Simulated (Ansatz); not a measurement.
Se, fcc: geometry optimisation

Method: Ansatz, DFT, BLYP, plane waves (420 eV) with PAW, scalar-relativistic. The PAW files were generated under PBE, with cores re-solved for the functional.

k-point mesh 12×12×12, Fermi-Dirac smearing 0.1 eV, no spin polarisation. Cell and atoms relax.

Starting structure:

```xyz
1
Lattice="0.0000 2.2175 2.2175 2.2175 0.0000 2.2175 2.2175 2.2175 0.0000" Properties=species:S:1:pos:R:3 pbc="T T T"
Se    0.0000    0.0000    0.0000
```

Question: The pressure at the start is 2.8 GPa. By how much does the volume change?

Answer: From 21.81 to 22.94 Å³ per atom, 5.2 %. The final cell has a = 4.510 Å.

Question: How much energy does the relaxation gain?

Answer: 9.4 meV per atom.
